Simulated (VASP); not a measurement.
# ZnS (F-43m) in VASP: notebook

One crystal, ZnS, is run at these levels: PBE, PBE0; tasks: single point.

All numbers are computed with VASP 6.6.1; they aren't measurements. Logs are shortened: lines on timing, memory, paths and dates and some standing lists are left out, and cuts for length are marked.

**1. The undisturbed crystal**

The structure is cubic, space group F-43m (No. 216). The conventional cell has a = 5.404 Å, b = 5.404 Å, c = 5.404 Å, α = 90.00°, β = 90.00°, γ = 90.00°. Zn (site symmetry -43m) has 4 S at 2.34 Å as nearest neighbours. S (site symmetry -43m) is surrounded by 4 Zn at 2.34 Å.

**2. Single point, PBE (supercell [5, 5, 4], atoms moved at random, drawn with an rms of 0.05 Å)**

INCAR

```
SYSTEM = ZnS
PREC = Accurate ; ENCUT = 520
EDIFF = 1E-5 ; ISMEAR = 0
SIGMA = 0.05 ; LREAL = Auto
LASPH = .TRUE. ; NELM = 80
ALGO = Normal ; ISIF = 2
LWAVE = .FALSE. ; LCHARG = .FALSE.
GGA = PE ; NBANDS = 1006
NSIM = 4 ; LUSENCCL = .FALSE.
```

KPOINTS

```
regular mesh
0
G
  1 1 1
  0 0 0
```

POSCAR

```
ZnS
1.0
    0.0000000000     13.5100000000     13.5100000000
   13.5100000000      0.0000000000     13.5100000000
   10.8080000000     10.8080000000      0.0000000000
Zn S
100 100
Direct
    0.1508950000      0.1498380000      0.1886610000
    0.1529480000      0.1480440000      0.4363280000
    0.1516460000      0.1491630000      0.6870550000
    0.1503120000      0.1509020000      0.9371890000
    0.1501020000      0.3488280000      0.1869210000
    0.1490540000      0.3502960000      0.4387920000
[... 192 lines left out ...]
    0.8005250000      0.7982600000      0.4980600000
    0.7972620000      0.7992270000      0.7544630000
```

Potentials or basis: VASP PAW PBE potentials, release 64 (Zn, S).

Run with:

```
> cat potpaw_PBE.64/Zn/POTCAR potpaw_PBE.64/S/POTCAR > POTCAR
> mpirun -np 1 vasp_gam > vasp.out
```

OUTCAR:

```text
SYSTEM = ZnS
   PREC = Accurate
   ENCUT = 520
   EDIFF = 1E-5
   ISMEAR = 0
   LREAL = Auto
   LASPH = .TRUE.
   NELM = 80
   ISIF = 2
   GGA = PE

 ion  position               nearest neighbor table
   1  0.151  0.150  0.189- 125 2.32 122 2.32 126 2.32 106 2.38
   2  0.153  0.148  0.436- 123 2.27 107 2.33 127 2.34 126 2.35
   3  0.152  0.149  0.687- 127 2.34 128 2.38 108 2.38 124 2.38
   4  0.150  0.151  0.937- 125 2.32 128 2.33 105 2.35 121 2.37
   5  0.150  0.349  0.187- 110 2.33 126 2.33 129 2.35 130 2.38
   6  0.149  0.350  0.439- 130 2.31 111 2.34 131 2.36 127 2.36
[... 192 lines left out ...]
 199  0.801  0.798  0.498-  74 2.29  94 2.33  78 2.35  75 2.37
 200  0.797  0.799  0.754-  76 2.24  79 2.33  75 2.36  95 2.38

  LATTYP: Found a base centered monoclinic cell.
 ALAT       =    29.3512328872
 B/A-ratio  =     0.6509445549
 C/A-ratio  =     0.5207556439
 COS(beta)  =    -0.3905667329

  Lattice vectors:

 A1 = ( -10.8080000000,   2.7020000000,  13.5100000000)
 A2 = (   2.7020000000, -10.8080000000,  13.5100000000)
 A3 = (  10.8080000000,  10.8080000000,   0.0000000000)

Analysis of symmetry for initial positions (statically):
=====================================================================
 Subroutine PRICEL returns:
 Original cell was already a primitive cell.

 Routine SETGRP: Setting up the symmetry group for a
 base centered monoclinic supercell.

 Subroutine GETGRP returns: Found  1 space group operations
 (whereof  1 operations were pure point group operations)
 out of a pool of  4 trial point group operations.

The static configuration has the point symmetry C_1 .

Analysis of symmetry for dynamics (positions and initial velocities):
=====================================================================
 Subroutine PRICEL returns:
 Original cell was already a primitive cell.

 Routine SETGRP: Setting up the symmetry group for a
 base centered monoclinic supercell.

 Subroutine GETGRP returns: Found  1 space group operations
 (whereof  1 operations were pure point group operations)
 out of a pool of  4 trial point group operations.

The dynamic configuration has the point symmetry C_1 .

 Subroutine INISYM returns: Found  1 space group operations
 (whereof  1 operations are pure point group operations),
 and found     1 'primitive' translations

----------------------------------------------------------------------------------------

                                     Primitive cell

  volume of cell :    3945.3545

  direct lattice vectors                    reciprocal lattice vectors
     0.000000000 13.510000000 13.510000000    -0.037009623  0.037009623  0.037009623
    13.510000000  0.000000000 13.510000000     0.037009623 -0.037009623  0.037009623
    10.808000000 10.808000000  0.000000000     0.046262028  0.046262028 -0.046262028

  length of vectors
    19.106025228 19.106025228 15.284820182     0.064102547  0.064102547  0.080128183

  position of ions in fractional coordinates (direct lattice)
     0.150895000  0.149838000  0.188661000
     0.152948000  0.148044000  0.436328000
     0.151646000  0.149163000  0.687055000
     0.150312000  0.150902000  0.937189000
     0.150102000  0.348828000  0.186921000
     0.149054000  0.350296000  0.438792000
[... 141 lines left out ...]
     0.403488000  0.199566000  0.748666000
     0.398958000  0.400092000  0.002296000
   k-points           NKPTS =      1   k-points in BZ     NKDIM =      1   number of bands    NBANDS=   1006
   number of dos      NEDOS =    301   number of ions     NIONS =    200
   total plane-waves  NPLWV = ******
   dimension x,y,z NGX =   144 NGY =  144 NGZ =  120
   dimension x,y,z NGXF=   288 NGYF=  288 NGZF=  240
   ions per type =             100 100
   NGX,Y,Z   is equivalent  to a cutoff of  12.53, 12.53, 13.05 a.u.
   NGXF,Y,Z  is equivalent  to a cutoff of  25.06, 25.06, 26.10 a.u.
 SYSTEM =  ZnS
   PREC   = accura    normal or accurate (medium, high low for compatibility)
   ISTART =      0    job   : 0-new  1-cont  2-samecut
   ICHARG =      2    charge: 1-file 2-atom 10-const
   ISPIN  =      1    spin polarized calculation?
   LNONCOLLINEAR =      F non collinear calculations
   LSORBIT =      F    spin-orbit coupling
   LASPH  =      T    aspherical Exc in radial PAW
   ENCUT  =  520.0 eV  38.22 Ry    6.18 a.u.  35.52 35.52 28.42*2*pi/ulx,y,z
   NELM   =     80;   NELMIN=  2; NELMDL= -5     # of ELM steps
   EDIFF  = 0.1E-04   stopping-criterion for ELM
   LREAL  =      T    real-space projection
   EDIFFG = 0.1E-03   stopping-criterion for IOM
   NSW    =      0    number of steps for IOM
   IBRION =     -1    ionic relax: 0-MD 1-quasi-New 2-CG
   NFREE  =      0    steps in history (QN), initial steepest desc. (CG)
   ISIF   =      2    stress and relaxation
   ISYM   =      2    0-nonsym 1-usesym 2-fastsym
   POTIM  = 0.5000    time-step for ionic-motion
   TEBEG  =    0.0;   TEEND  =   0.0 temperature during run
   PSTRESS=    0.0 pullay stress
   NELECT =    1800.0000    total number of electrons
   NUPDOWN=      -1.0000    fix difference up-down
   EMIN   =  10.00;   EMAX   =-10.00  energy-range for DOS
   EFERMI =   0.00;   METHOD = LEGACY
   ISMEAR =     0;   SIGMA  =   0.05  broadening in eV -4-tet -1-fermi 0-gaus
   EFERMI_NEDOS =   21; number of points for ismear=-14 and -15
   IALGO  =     38    algorithm
   IMIX   =      4    mixing-type and parameters
     AMIX     =   0.40;   BMIX     =  1.00
     AMIX_MAG =   1.60;   BMIX_MAG =  1.00
  volume/ion in A,a.u.               =      19.73       133.12
  Fermi-wavevector in a.u.,A,eV,Ry     =   1.260290  2.381602 21.610537  1.588330
  Thomas-Fermi vector in A             =   2.393807
   LORBIT       =      0    0 simple, 1 ext, 2 COOP (PROOUT), +10 PAW based schemes
   GGA     = PE    functional components
   LHFCALC =     F    Hartree Fock is set to
   AEXX    =    0.0000 exact exchange contribution
   IVDW    =     0    specifies the selected vdW correction
   LEPSILON=     F    determine dielectric tensor
   LRPA    =     F    only Hartree local field effects (RPA)
 non-spin polarized calculation
 Gauss-broadening in eV      SIGMA  =   0.05
  energy-cutoff  :      520.00
  volume of cell :     3945.35
 maximum number of plane-waves:     53164
 NGX is ok and might be reduce to   144
   NGX = 71   NGY = 71   NGZ = 57

 number of electron    1800.0000091 magnetization

 Free energy of the ion-electron system (eV)
  ---------------------------------------------------
  ext. energy  EPLUGINS =         0.00000000
  ---------------------------------------------------
  free energy    TOTEN  =      -681.29829589 eV

  energy without entropy =     -681.29829589  energy(sigma->0) =     -681.29829589

 E-fermi :   2.3713     XC(G=0):  -9.6261

 val. band max:        2.1338785395   @ k =   0.0000   0.0000   0.0000
 cond. band min:       4.2183161088   @ k =   0.0000   0.0000   0.0000
 fundamental gap:      2.0844375693
 Fermi energy:         2.3713306064

 k-point     1 :       0.0000    0.0000    0.0000
  band No.  band energies     occupation
      1     -11.0545      2.00000
      2     -10.8237      2.00000
      3     -10.8051      2.00000
      4     -10.7771      2.00000
      5     -10.7377      2.00000
      6     -10.7210      2.00000
[... 904 lines left out ...]
    911       5.5632      0.00000
    912       5.5943      0.00000
 [bands above 912 left out]

------------------------ aborting loop because EDIFF is reached ----------------------------------------

  FORCE on cell =-STRESS in cart. coord.  units (eV):
  Direction    XX          YY          ZZ          XY          YZ          ZX
  --------------------------------------------------------------------------------------
  -------------------------------------------------------------------------------------
  Total       51.7490039     51.7695042     47.4462881      0.9557393      0.4253663     -3.9477892
  in kB       21.0148622     21.0231873     19.2675633      0.3881182      0.1727379     -1.6031660
  external PRESSURE =      20.4352043 kB  Pullay stress =       0.0000000 kB

 VOLUME and BASIS-vectors are now :
 -----------------------------------------------------------------------------
  energy-cutoff  :      520.00
  volume of cell :     3945.35
      direct lattice vectors                 reciprocal lattice vectors
     0.000000000 13.510000000 13.510000000    -0.037009623  0.037009623  0.037009623
    13.510000000  0.000000000 13.510000000     0.037009623 -0.037009623  0.037009623
    10.808000000 10.808000000  0.000000000     0.046262028  0.046262028 -0.046262028

 POSITION                                       TOTAL-FORCE (eV/Angst)
 -----------------------------------------------------------------------------------
      4.06336      4.07764      4.06290         0.123838     -0.261689     -0.147297
      6.71591      6.78216      4.06640         0.250111     -0.284505      0.201609
      9.44088      9.47443      4.06393         0.170964      0.011343     -0.127050
     12.16782     12.15985      4.06940        -0.020878      0.024854     -0.268530
      6.73291      4.04812      6.74054         0.105117      0.088863      0.120413
      9.47496      6.75618      6.74622         0.058733      0.137051     -0.084890
[... 192 lines left out ...]
     16.16753     16.19813     21.59959         0.443189      0.259300      0.139537
     18.95179     18.92525     21.56857        -0.636712     -0.302376      0.559098
 -----------------------------------------------------------------------------------
    total drift:                                0.004477     -0.012611      0.005369

  FREE ENERGIE OF THE ION-ELECTRON SYSTEM (eV)
  ---------------------------------------------------
  free  energy   TOTEN  =      -681.2982958918 eV

  energy  without entropy=     -681.2982958918  energy(sigma->0) =     -681.29829589
```

Run time: 11 min. Hardware: 1 × NVIDIA H100 80GB with 1 thread of AMD EPYC 7R13 (Zen 3), shared host; peak memory 4.2 GiB.

The run converged, but some of its settings lie outside the range that counts as converged, so its numbers aren't taken as properties of the crystal.

Results:

```
Free energy            : -681.2983 eV
Pressure               : 2.0 GPa
Largest force          : 1.492 eV/Å
Band gap on the k mesh : 2.08 eV
```

Caveat: the k mesh is coarse (spacing up to 0.50 Å⁻¹), so the values aren't converged; an odd mesh through Γ misses points on the zone boundary, where band edges often lie; forces of over 1 eV/Å show positions far from the minimum, so gaps and moduli don't describe the material at rest.

**3. Single point, PBE0 (supercell [3, 3, 3], atoms moved at random, drawn with an rms of 0.05 Å)**

POSCAR

```
ZnS
1.0
    0.0000000000      8.1060000000      8.1060000000
    8.1060000000      0.0000000000      8.1060000000
    8.1060000000      8.1060000000      0.0000000000
Zn S
27 27
Direct
    0.2514920000      0.2497310000      0.2515480000
    0.2549130000      0.2467390000      0.5817710000
    0.2527440000      0.2486060000      0.9160740000
    0.2505200000      0.5848370000      0.2495850000
    0.2501690000      0.5813800000      0.5825610000
    0.2484240000      0.5838270000      0.9183900000
    0.2509860000      0.9157110000      0.2480620000
    0.2547680000      0.9156250000      0.5833550000
    0.2511980000      0.9148220000      0.9084780000
    0.5849120000      0.2492260000      0.2492120000
    0.5766580000      0.2552780000      0.5858930000
    0.5819770000      0.2538100000      0.9204170000
    0.5815450000      0.5857420000      0.2456890000
    0.5795960000      0.5845420000      0.5825280000
    0.5815370000      0.5847660000      0.9149670000
    0.5822860000      0.9158410000      0.2511790000
    0.5844770000      0.9167100000      0.5854870000
    0.5852730000      0.9128710000      0.9174340000
    0.9147490000      0.2553020000      0.2479510000
    0.9138120000      0.2516930000      0.5815660000
    0.9152540000      0.2477780000      0.9190890000
    0.9182210000      0.5800510000      0.2491840000
    0.9145850000      0.5793130000      0.5882260000
    0.9179120000      0.5809870000      0.9199540000
    0.9200280000      0.9142430000      0.2494230000
    0.9116280000      0.9162210000      0.5870940000
    0.9174800000      0.9187230000      0.9142030000
   -0.0055880000      0.0011650000     -0.0004480000
   -0.0015620000     -0.0008070000      0.3374110000
    0.0016930000      0.0000400000      0.6666220000
   -0.0013220000      0.3343050000      0.0022720000
   -0.0017330000      0.3267360000      0.3389730000
   -0.0023200000      0.3303780000      0.6691090000
   -0.0002250000      0.6700840000     -0.0021850000
    0.0037260000      0.6674510000      0.3320840000
   -0.0051310000      0.6661940000      0.6685570000
    0.3286090000      0.0021760000      0.0043130000
    0.3342890000      0.0021980000      0.3316690000
    0.3319740000     -0.0012850000      0.6680770000
    0.3317830000      0.3373480000     -0.0022760000
    0.3231280000      0.3344110000      0.3378960000
    0.3350540000      0.3279080000      0.6743750000
    0.3351820000      0.6617070000      0.0003310000
    0.3346100000      0.6673590000      0.3307680000
    0.3342710000      0.6650760000      0.6667580000
    0.6658790000     -0.0027300000     -0.0003960000
    0.6625530000      0.0000690000      0.3332880000
    0.6637720000      0.0026950000      0.6693640000
    0.6645180000      0.3346360000      0.0005910000
    0.6642570000      0.3314520000      0.3367880000
    0.6620780000      0.3340140000      0.6690700000
    0.6706220000      0.6687340000     -0.0054000000
    0.6651820000      0.6602390000      0.3354100000
    0.6678960000      0.6645610000      0.6687660000
```

INCAR.step1

```
SYSTEM = ZnS
PREC = Accurate
ENCUT = 520
EDIFF = 1E-5
ISMEAR = 0
SIGMA = 0.05
LREAL = Auto
LASPH = .True.
NELM = 80
ALGO = Normal
ISIF = 2
LWAVE = .True.
NSIM = 4
GGA = PE
LUSENCCL = .False.
```

INCAR.step2

```
SYSTEM = ZnS
PREC = Accurate
ENCUT = 520
EDIFF = 1E-5
ISMEAR = 0
SIGMA = 0.05
LREAL = Auto
LASPH = .True.
NELM = 80
ALGO = Normal
ISIF = 2
LWAVE = .False.
LCHARG = .False.
GGA = PE
LHFCALC = .True.
AEXX = 0.25
PRECFOCK = Fast
HFRCUT = -1
NSIM = 4
ISTART = 1
LUSENCCL = .False.
```

KPOINTS

```
Automatic mesh
0
Gamma
  1 1 1
  0 0 0
```

Potentials or basis: VASP PAW PBE potentials, release 64 (Zn, S).

Run with:

```
> cat potpaw_PBE.64/Zn/POTCAR potpaw_PBE.64/S/POTCAR > POTCAR
> cp INCAR.step1 INCAR
> mpirun -np 1 vasp_gam > vasp.out
> cp INCAR.step2 INCAR
> mpirun -np 1 vasp_gam > vasp.out
```

Wall time 2.7 min (1 × NVIDIA H100 80GB with 1 thread of AMD EPYC 7R13 (Zen 3), shared host); peak memory 1.9 GiB.

The run converged, but some of its settings lie outside the range that counts as converged, so its numbers aren't taken as properties of the crystal.

Results:

```
Free energy            : -235.7095 eV
Pressure               : 1.9 GPa
Largest force          : 1.017 eV/Å
Band gap on the k mesh : 4.09 eV
```

Caveat: the k mesh is coarse (spacing up to 0.67 Å⁻¹), so the values aren't converged, least of all with exact exchange; the PAW data sets were made with another functional, which shifts forces and pressure a little; an odd mesh through Γ misses points on the zone boundary, where band edges often lie.

(Continued in part 2 of 2.)
